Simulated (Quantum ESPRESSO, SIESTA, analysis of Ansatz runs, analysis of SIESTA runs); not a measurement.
# V_F in LiF (Fm-3m): how far do the levels depend on the basis, the mesh and the program? (SIESTA and Quantum ESPRESSO), part 2 of 3

We place the charge-transition levels of V_F in LiF (Fm-3m) with atom-centred orbitals, then repeat the energies at other levels of method to see what holds. Model: a cell of 54 host atoms with 1 F taken out.

SIESTA and Quantum ESPRESSO ; SIESTA numerical-orbital DFT, PBEsol, DZP basis, PseudoDojo 0.4.1 potentials converted to PSML; charged supercells in a uniform background, point-charge correction with alignment at far sites.

So far. Step 3 (Relaxing each charge state): Against the host's sites the lattice moves most at charge +1 (0.19 Å); the smallest move among the states is 0.04 Å. Step 4 (Corrections and levels): So at this level: (+1/0) at 5.96 eV (6.28 without the correction) and (0/−1) at 7.52 eV (7.16 without the correction), in a gap of 9.10 eV.

### 5. SIESTA, PBEsol, DZP, mesh 300 Ry, energy shift 0.02 Ry, with orbitals at the vacancy, k = ¼

The orbitals' energy shift goes from 0.005 to 0.02 Ry on the same structures. A larger shift confines the orbitals more: the run is cheaper, and the tails that carry anions and vacancy electrons are cut.

File defect.fdf:

```
SystemName                      Li27F26
SystemLabel                     defect
NumberOfSpecies                 3
NumberOfAtoms                   54
%block ChemicalSpeciesLabel
  1    3 Li
  2    9 F
  3   -9 F_ghost
%endblock ChemicalSpeciesLabel
LatticeConstant                 1.0 Ang
%block LatticeVectors
     0.005415000     5.990970000     5.990970000
     5.990970000     0.005415000     5.990970000
     5.990970000     5.990970000     0.005415000
%endblock LatticeVectors
AtomicCoordinatesFormat         Fractional
%block AtomicCoordinatesAndAtomicSpecies
     0.000056948    -0.000951814     0.001129530  1
     0.166784585     0.166318463     0.166875805  2
     0.000361639    -0.000987442     0.334656454  1
[... 25 atom lines left out ...]
     0.500865905     0.499345912     0.840629219  2
[... 3 atom lines left out ...]
     0.501014775     0.839197951     0.500047948  2
[... 1 atom line left out ...]
     0.500000203     0.832858726     0.833082933  2
[... 9 atom lines left out ...]
     0.841816239     0.498596938     0.500991537  2
[... 1 atom line left out ...]
     0.834405172     0.498449692     0.833516700  2
[... 3 atom lines left out ...]
     0.833597353     0.832290540     0.500389989  2
[... 2 atom lines left out ...]
     0.499999875     0.499999875     0.499999875  3
%endblock AtomicCoordinatesAndAtomicSpecies
%block kgrid.MonkhorstPack
    1   0   0  0.25
    0   1   0  0.25
    0   0   1  0.25
%endblock kgrid.MonkhorstPack
XC.Functional                   GGA
XC.Authors                      PBEsol
PAO.BasisSize                   DZP
PAO.EnergyShift                 0.02 Ry
Mesh.Cutoff                     300 Ry
%block PAO.PolarizationScheme
  Li non-perturbative
%endblock PAO.PolarizationScheme
NetCharge                       -1.0
OccupationFunction              FD
ElectronicTemperature           0.01 eV
MaxSCFIterations                150
SCF.MustConverge                true
SCF.Mixer.Method                Pulay
SCF.Mixer.Weight                0.2
SCF.Mixer.History               10
SCF.DM.Tolerance                1.0e-4
SCF.H.Tolerance                 1.0e-3 eV
WriteForces                     true
Charge.Mulliken                 end
SaveRho                         true
SaveElectrostaticPotential      true
Charge.Hirshfeld                end
Charge.Voronoi                  end
```

Run with:

```bash
> OMP_NUM_THREADS=1 siesta defect.fdf > defect.out
```

Elapsed: 89 s, on 1 MPI rank of Arm Neoverse V2, shared host; peak memory 0.61 GiB.

On the kept structures the largest force at this level is 0.12 eV/Å, so they are close to rest here too.

The kept cell is not at rest at this level: the host stands at -4 GPa, against 0.6 GPa at the first level, which bears on gap and formation energies.

By state, in eV; the first energy still holds the atoms taken out or put in:

| charge | moment (μB) | energy over the host, electrons at the valence top | point-charge term | potential shift at far sites | its spread | correction |
| --- | --- | --- | --- | --- | --- | --- |
| −1 | 0 | 679.270 | 0.293 | -0.093 | 0.040 | 0.386 |
| 0 | 1 | 672.262 | 0.000 | - | - | 0.000 |
| +1 | 0 | 666.120 | 0.293 | 0.024 | 0.024 | 0.317 |

Against the first level the gap goes from 9.10 to 9.00 eV, and the level that moves most, (+1/0), from 5.96 to 5.82 eV.

### 6. SIESTA, PBEsol, DZP, mesh 300 Ry, energy shift 0.01 Ry, with orbitals at the vacancy, k = ¼

The orbitals' energy shift goes from 0.005 to 0.01 Ry on the same structures. A larger shift confines the orbitals more: the run is cheaper, and the tails that carry anions and vacancy electrons are cut.

Changes to defect.fdf since step 5:

```diff
@@ -43,3 +43,3 @@
 PAO.BasisSize                   DZP
-PAO.EnergyShift                 0.02 Ry
+PAO.EnergyShift                 0.01 Ry
 Mesh.Cutoff                     300 Ry
```

Run time: 2.5 min. Hardware: 1 MPI rank; peak memory 0.76 GiB.

On the kept structures the largest force at this level is 0.06 eV/Å, so they are close to rest here too.

By state, in eV; the first energy still holds the atoms taken out or put in:

```
charge  moment (μB)  energy over the host, electrons at the valence top  point-charge term  potential shift at far sites  its spread  correction
    −1            0                                             679.783              0.293                        -0.078       0.040       0.371
     0            1                                             672.659              0.000                             -           -       0.000
    +1            0                                             666.381              0.293                         0.032       0.024       0.325
```

Against the first level the gap goes from 9.10 to 9.08 eV, and the level that moves most, (0/−1), from 7.52 to 7.49 eV.

### 7. SIESTA, PBEsol, DZP, mesh 300 Ry, energy shift 0.002 Ry, with orbitals at the vacancy, k = ¼

The orbitals' energy shift goes from 0.005 to 0.002 Ry on the same structures. A smaller shift lets the orbitals reach further, at a higher cost; if the levels stay, the first range was enough.

File defect.fdf:

```
SystemName                      Li27F26
SystemLabel                     defect
NumberOfSpecies                 3
NumberOfAtoms                   54
%block ChemicalSpeciesLabel
  1    3 Li
  2    9 F
  3   -9 F_ghost
%endblock ChemicalSpeciesLabel
LatticeConstant                 1.0 Ang
%block LatticeVectors
     0.005415000     5.990970000     5.990970000
     5.990970000     0.005415000     5.990970000
     5.990970000     5.990970000     0.005415000
%endblock LatticeVectors
AtomicCoordinatesFormat         Fractional
%block AtomicCoordinatesAndAtomicSpecies
     0.000218887    -0.000912336     0.000818831  1
     0.166695741     0.166491750     0.166526500  2
     0.000404404    -0.000781785     0.333864042  1
[... 25 atom lines left out ...]
     0.500498491     0.499413880     0.826589221  2
[... 3 atom lines left out ...]
     0.501188577     0.824324193     0.499494331  2
[... 1 atom line left out ...]
     0.499684902     0.832884580     0.833279865  2
[... 9 atom lines left out ...]
     0.827727498     0.498486350     0.500391938  2
[... 1 atom line left out ...]
     0.835242487     0.497772695     0.833431294  2
[... 3 atom lines left out ...]
     0.833501751     0.832448048     0.500227894  2
[... 2 atom lines left out ...]
     0.499999875     0.499999875     0.499999875  3
%endblock AtomicCoordinatesAndAtomicSpecies
%block kgrid.MonkhorstPack
    1   0   0  0.25
    0   1   0  0.25
    0   0   1  0.25
%endblock kgrid.MonkhorstPack
XC.Functional                   GGA
XC.Authors                      PBEsol
PAO.BasisSize                   DZP
PAO.EnergyShift                 0.002 Ry
Mesh.Cutoff                     300 Ry
%block PAO.PolarizationScheme
  Li non-perturbative
%endblock PAO.PolarizationScheme
NetCharge                       1.0
OccupationFunction              FD
ElectronicTemperature           0.01 eV
MaxSCFIterations                150
SCF.MustConverge                true
SCF.Mixer.Method                Pulay
SCF.Mixer.Weight                0.2
SCF.Mixer.History               10
SCF.DM.Tolerance                1.0e-4
SCF.H.Tolerance                 1.0e-3 eV
WriteForces                     true
Charge.Mulliken                 end
SaveRho                         true
SaveElectrostaticPotential      true
Charge.Hirshfeld                end
Charge.Voronoi                  end
```

Run time: 8.2 min. Hardware: 1 MPI rank; peak memory 1.2 GiB.

On the kept structures the largest force at this level is 0.06 eV/Å, so they are close to rest here too.

By state, in eV; the first energy still holds the atoms taken out or put in:

```csv
charge,moment (μB),"energy over the host, electrons at the valence top",point-charge term,potential shift at far sites,its spread,correction
−1,0,680.015,0.293,-0.061,0.041,0.354
0,1,672.857,0.000,-,-,0.000
+1,0,666.591,0.293,0.040,0.025,0.333
```

Against the first level the gap goes from 9.10 to 9.10 eV, and the level that moves most, (+1/0), from 5.96 to 5.93 eV.

### 8. SIESTA, PBEsol, SZP, mesh 300 Ry, energy shift 0.005 Ry, with orbitals at the vacancy, k = ¼

The basis is cut down to SZP on the same structures. It is cheaper, and shows which numbers a minimal description loses first.

File defect.fdf:

```
SystemName                      Li27F26
SystemLabel                     defect
NumberOfSpecies                 3
NumberOfAtoms                   54
%block ChemicalSpeciesLabel
  1    3 Li
  2    9 F
  3   -9 F_ghost
%endblock ChemicalSpeciesLabel
LatticeConstant                 1.0 Ang
%block LatticeVectors
     0.005415000     5.990970000     5.990970000
     5.990970000     0.005415000     5.990970000
     5.990970000     5.990970000     0.005415000
%endblock LatticeVectors
AtomicCoordinatesFormat         Fractional
%block AtomicCoordinatesAndAtomicSpecies
     0.000056948    -0.000951814     0.001129530  1
     0.166784585     0.166318463     0.166875805  2
     0.000361639    -0.000987442     0.334656454  1
[... 25 atom lines left out ...]
     0.500865905     0.499345912     0.840629219  2
[... 3 atom lines left out ...]
     0.501014775     0.839197951     0.500047948  2
[... 1 atom line left out ...]
     0.500000203     0.832858726     0.833082933  2
[... 9 atom lines left out ...]
     0.841816239     0.498596938     0.500991537  2
[... 1 atom line left out ...]
     0.834405172     0.498449692     0.833516700  2
[... 3 atom lines left out ...]
     0.833597353     0.832290540     0.500389989  2
[... 2 atom lines left out ...]
     0.499999875     0.499999875     0.499999875  3
%endblock AtomicCoordinatesAndAtomicSpecies
%block kgrid.MonkhorstPack
    1   0   0  0.25
    0   1   0  0.25
    0   0   1  0.25
%endblock kgrid.MonkhorstPack
XC.Functional                   GGA
XC.Authors                      PBEsol
PAO.BasisSize                   SZP
PAO.EnergyShift                 0.005 Ry
Mesh.Cutoff                     300 Ry
%block PAO.PolarizationScheme
  Li non-perturbative
%endblock PAO.PolarizationScheme
NetCharge                       -1.0
OccupationFunction              FD
ElectronicTemperature           0.01 eV
MaxSCFIterations                150
SCF.MustConverge                true
SCF.Mixer.Method                Pulay
SCF.Mixer.Weight                0.2
SCF.Mixer.History               10
SCF.DM.Tolerance                1.0e-4
SCF.H.Tolerance                 1.0e-3 eV
WriteForces                     true
Charge.Mulliken                 end
SaveRho                         true
SaveElectrostaticPotential      true
Charge.Hirshfeld                end
Charge.Voronoi                  end
```

Run time: 3.1 min. Hardware: 1 MPI rank; peak memory 0.83 GiB.

On the kept structures the largest force at this level is 0.07 eV/Å, so they are close to rest here too.

By state, in eV; the first energy still holds the atoms taken out or put in:

```
charge  moment (μB)  energy over the host, electrons at the valence top  point-charge term  potential shift at far sites  its spread  correction
    −1            0                                             679.754              0.293                        -0.068       0.044       0.361
     0            1                                             672.900              0.000                             -           -       0.000
    +1            0                                             666.648              0.293                         0.031       0.023       0.324
```

Against the first level the gap goes from 9.10 to 8.86 eV, and the level that moves most, (0/−1), from 7.52 to 7.21 eV; counted from the conduction bottom it moves by 0.07 eV, so it follows the conduction band more closely, by this count alone (no common zero is set between the two levels of method).

### 9. SIESTA, PBEsol, TZP, mesh 300 Ry, energy shift 0.005 Ry, with orbitals at the vacancy, k = ¼

The basis is enlarged to TZP on the same structures. If the levels stay put, the first basis was large enough for them.

Changes to defect.fdf since step 8:

```diff
@@ -42,3 +42,3 @@
 XC.Authors                      PBEsol
-PAO.BasisSize                   SZP
+PAO.BasisSize                   TZP
 PAO.EnergyShift                 0.005 Ry
```

Wall time 6.5 min (1 MPI rank); peak memory 1.1 GiB.

On the kept structures the largest force at this level is 0.05 eV/Å, so they are close to rest here too.

By state, in eV; the first energy still holds the atoms taken out or put in:

| charge | moment (μB) | energy over the host, electrons at the valence top | point-charge term | potential shift at far sites | its spread | correction |
| --- | --- | --- | --- | --- | --- | --- |
| −1 | 0 | 679.968 | 0.293 | -0.069 | 0.039 | 0.362 |
| 0 | 1 | 672.815 | 0.000 | - | - | 0.000 |
| +1 | 0 | 666.553 | 0.293 | 0.035 | 0.025 | 0.328 |

Against the first level the gap goes from 9.10 to 9.12 eV, and the level that moves most, (+1/0), from 5.96 to 5.93 eV.

### 10. SIESTA, PBEsol, DZP, mesh 300 Ry, energy shift 0.005 Ry, without orbitals at the vacancy, k = ¼

Basis functions at the vacant site are taken away. Electrons trapped in a vacancy have no atom to sit on, so a basis that only follows atoms may describe them poorly.

File defect.fdf:

```
SystemName                      Li27F26
SystemLabel                     defect
NumberOfSpecies                 2
NumberOfAtoms                   53
%block ChemicalSpeciesLabel
  1    3 Li
  2    9 F
%endblock ChemicalSpeciesLabel
LatticeConstant                 1.0 Ang
%block LatticeVectors
     0.005415000     5.990970000     5.990970000
     5.990970000     0.005415000     5.990970000
     5.990970000     5.990970000     0.005415000
%endblock LatticeVectors
AtomicCoordinatesFormat         Fractional
%block AtomicCoordinatesAndAtomicSpecies
     0.000056948    -0.000951814     0.001129530  1
     0.166784585     0.166318463     0.166875805  2
[... 25 atom lines left out ...]
     0.339089316     0.341146602     0.659283517  1
[... 3 atom lines left out ...]
     0.341857046     0.659561920     0.337953815  1
[... 1 atom line left out ...]
     0.341204032     0.660877312     0.657382565  1
[... 9 atom lines left out ...]
     0.660741645     0.338609111     0.338984348  1
[... 1 atom line left out ...]
     0.659252355     0.339868439     0.660073499  1
[... 3 atom lines left out ...]
     0.661811790     0.659054151     0.338831715  1
[... 2 atom lines left out ...]
     0.833499500     0.832994618     0.833930538  2
%endblock AtomicCoordinatesAndAtomicSpecies
%block kgrid.MonkhorstPack
    1   0   0  0.25
    0   1   0  0.25
    0   0   1  0.25
%endblock kgrid.MonkhorstPack
XC.Functional                   GGA
XC.Authors                      PBEsol
PAO.BasisSize                   DZP
PAO.EnergyShift                 0.005 Ry
Mesh.Cutoff                     300 Ry
%block PAO.PolarizationScheme
  Li non-perturbative
%endblock PAO.PolarizationScheme
NetCharge                       -1.0
OccupationFunction              FD
ElectronicTemperature           0.01 eV
MaxSCFIterations                150
SCF.MustConverge                true
SCF.Mixer.Method                Pulay
SCF.Mixer.Weight                0.2
SCF.Mixer.History               10
SCF.DM.Tolerance                1.0e-4
SCF.H.Tolerance                 1.0e-3 eV
WriteForces                     true
Charge.Mulliken                 end
SaveRho                         true
SaveElectrostaticPotential      true
Charge.Hirshfeld                end
Charge.Voronoi                  end
```

Run time: 4.4 min. Hardware: 1 MPI rank; peak memory 0.94 GiB.

On the kept structures the largest force at this level is 0.04 eV/Å, so they are close to rest here too.

By state, in eV; the first energy still holds the atoms taken out or put in:

```csv
charge,moment (μB),"energy over the host, electrons at the valence top",point-charge term,potential shift at far sites,its spread,correction
−1,0,680.029,0.293,-0.069,0.041,0.361
0,1,672.868,0.000,-,-,0.000
+1,0,666.572,0.293,0.036,0.024,0.329
```

Against the first level the gap goes from 9.10 to 9.10 eV, and the level that moves most, (+1/0), from 5.96 to 5.97 eV.

### 11. SIESTA, PBEsol, DZP, mesh 180 Ry, energy shift 0.005 Ry, with orbitals at the vacancy, k = ¼

The real-space mesh goes from 300 to 180 Ry on the same structures. Too coarse a mesh makes energies depend on where atoms sit against the grid.

File defect.fdf:

```
SystemName                      Li27F26
SystemLabel                     defect
NumberOfSpecies                 3
NumberOfAtoms                   54
%block ChemicalSpeciesLabel
  1    3 Li
  2    9 F
  3   -9 F_ghost
%endblock ChemicalSpeciesLabel
LatticeConstant                 1.0 Ang
%block LatticeVectors
     0.005415000     5.990970000     5.990970000
     5.990970000     0.005415000     5.990970000
     5.990970000     5.990970000     0.005415000
%endblock LatticeVectors
AtomicCoordinatesFormat         Fractional
%block AtomicCoordinatesAndAtomicSpecies
     0.000056948    -0.000951814     0.001129530  1
     0.166784585     0.166318463     0.166875805  2
     0.000361639    -0.000987442     0.334656454  1
[... 25 atom lines left out ...]
     0.500865905     0.499345912     0.840629219  2
[... 3 atom lines left out ...]
     0.501014775     0.839197951     0.500047948  2
[... 1 atom line left out ...]
     0.500000203     0.832858726     0.833082933  2
[... 9 atom lines left out ...]
     0.841816239     0.498596938     0.500991537  2
[... 1 atom line left out ...]
     0.834405172     0.498449692     0.833516700  2
[... 3 atom lines left out ...]
     0.833597353     0.832290540     0.500389989  2
[... 2 atom lines left out ...]
     0.499999875     0.499999875     0.499999875  3
%endblock AtomicCoordinatesAndAtomicSpecies
%block kgrid.MonkhorstPack
    1   0   0  0.25
    0   1   0  0.25
    0   0   1  0.25
%endblock kgrid.MonkhorstPack
XC.Functional                   GGA
XC.Authors                      PBEsol
PAO.BasisSize                   DZP
PAO.EnergyShift                 0.005 Ry
Mesh.Cutoff                     180 Ry
%block PAO.PolarizationScheme
  Li non-perturbative
%endblock PAO.PolarizationScheme
NetCharge                       -1.0
OccupationFunction              FD
ElectronicTemperature           0.01 eV
MaxSCFIterations                150
SCF.MustConverge                true
SCF.Mixer.Method                Pulay
SCF.Mixer.Weight                0.2
SCF.Mixer.History               10
SCF.DM.Tolerance                1.0e-4
SCF.H.Tolerance                 1.0e-3 eV
WriteForces                     true
Charge.Mulliken                 end
SaveRho                         true
SaveElectrostaticPotential      true
Charge.Hirshfeld                end
Charge.Voronoi                  end
```

It took 2.3 min on 1 MPI rank; peak memory 0.63 GiB.

On the kept structures the largest force at this level is 0.04 eV/Å, so they are close to rest here too.

By state, in eV; the first energy still holds the atoms taken out or put in:

| charge | moment (μB) | energy over the host, electrons at the valence top | point-charge term | potential shift at far sites | its spread | correction |
| --- | --- | --- | --- | --- | --- | --- |
| −1 | 0 | 679.974 | 0.293 | -0.068 | 0.040 | 0.361 |
| 0 | 1 | 672.813 | 0.000 | - | - | 0.000 |
| +1 | 0 | 666.527 | 0.293 | 0.035 | 0.024 | 0.328 |

Against the first level the gap goes from 9.10 to 9.10 eV, and the level that moves most, (+1/0), from 5.96 to 5.96 eV.

[end of part 2 of 3]

[Logs are printed without paths, hosts, clocks, repeated set-up lines and the standing remarks that a program may print on its own settings, such as how far it seeks lower states.]

[Hosts, paths, dates, database ids (printed as entryN), source tags and the programs' standing remarks are cut or masked in the printed files.]

[For some hosts the program warned that the k-mesh of the response run may be too coarse for force constants and the static dielectric constant; such warnings are not shown here.]

[Charge tables in the logs are Mulliken or Hirshfeld populations, whose sizes and signs can differ; where basis functions stand at a vacancy, SIESTA counts their charge against the missing atom's valence.]

[In relaxation paths of CP2K, step 0 can be the structure after the first move, since the trajectory file begins there, and the last row can be the final structure solved once more.]
